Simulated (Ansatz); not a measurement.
# Quadrupolar parameters in In3GaN4

The cell is a Materials Project structure (computed, not necessarily an observed phase), atoms as given.

```cif
data_In3GaN4
_symmetry_space_group_name_H-M 'P6_3mc'
_symmetry_Int_Tables_number 186
_cell_length_a 6.9715
_cell_length_b 6.9715
_cell_length_c 5.6681
_cell_angle_alpha 90.000
_cell_angle_beta 90.000
_cell_angle_gamma 120.000
loop_
_atom_site_label
_atom_site_type_symbol
_atom_site_symmetry_multiplicity
_atom_site_Wyckoff_symbol
_atom_site_fract_x
_atom_site_fract_y
_atom_site_fract_z
In In 6 c 0.1696 0.8304 0.4991
Ga Ga 2 b 0.6667 0.3333 0.4994
N9 N 6 c 0.1770 0.8230 0.8858
N12 N 2 b 0.6667 0.3333 0.8461
```

One atom of each set is listed.

Computed with Ansatz: DFT, r2SCAN, plane waves and PAW, scalar-relativistic, 500 eV cutoff, Γ-centred 6×6×6 k-points, Fermi–Dirac smearing 0.05 eV.

V_zz is the principal component of the electric field gradient with the largest magnitude, η = (V_xx − V_yy)/V_zz and C_Q = eQV_zz/h.

¹¹⁵In: I = 9/2, Q = 772.0 mb; ⁶⁹Ga: I = 3/2, Q = 171.0 mb; ¹⁴N: I = 1, Q = 20.44 mb. Q values from Pyykkö, Mol. Phys. 116, 1328 (2018).

```tsv
site	atoms	first shell	V_xx, V_yy, V_zz (10²¹ V/m²)	η	C_Q (MHz)
In	6	4 N at 2.16–2.19 Å	-1.62, -2.09, 3.72	0.13	69.4
Ga	2	4 N at 1.97–2.00 Å	0.37, 0.37, -0.73	0.00	-3.02
N9	6	1 Ga at 2.00 Å, 3 In at 2.19 Å	-0.22, -0.61, 0.83	0.47	0.408
N12	2	1 Ga at 1.97 Å, 3 In at 2.16 Å	-0.47, -0.47, 0.94	0.00	0.466
```

An axis of threefold or higher order runs through Ga and N12, so V_zz lies along it and η is zero.

At this cell the principal stresses reach 5 GPa in size with r2SCAN, which can matter for small gradients. Without spin–orbit coupling (the program notes it for In) the gradients can shift somewhat, as the gap is small. With a gap of 0.3 eV under a smearing of 0.05 eV the band edges are partly filled, so small gradients can hang on the smearing and the k-mesh.

The run took 2.9 min of wall time (2.9 min of CPU time) and 1.2 GiB at its peak, on 1 thread of Arm Neoverse V1 (aarch64; 8 cores open to the job, memory cap 2.5 GiB, no GPU), a shared host with a load of 0.6 a core.
